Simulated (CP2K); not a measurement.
Crystal: Rh.

```
CELL_PARAMETERS angstrom
2.68397 0.00000 0.00000
1.34198 2.32438 0.00000
1.34198 0.77479 2.19145
ATOMIC_POSITIONS crystal
Rh 0.00000 0.00000 0.00000
```

Base run:

| Property | Result |
| --- | --- |
| Program | CP2K 2026.2 |
| Functional | PBEsol |
| Potentials or basis | POTENTIAL_UZH Rh GTH-PBE-q17; TZVP-MOLOPT-PBE-GTH basis |
| Density cutoff | 9184 eV |
| k mesh | 12 × 12 × 12 |
| Occupations | fermi-dirac, width 0.05 eV |
| Spin | no spin polarisation |

Its results: band gap on the k mesh none (metal or under the smearing width); pressure -1.2 GPa.

**Question.** The run is repeated on the same cell with these changes: functional from PBEsol to LDA. What comes out?

**Answer.** Band gap on the k mesh none (metal or under the smearing width); pressure -7.0 GPa.

LDA binds more tightly than PBEsol, so the same cell stands under less pressure.

Caveats: the potentials were made for another functional, which shifts forces and pressure; the basis of atomic orbitals isn't converged, which shifts pressures, moduli and gaps.

Not every run made on this cell is shown here.
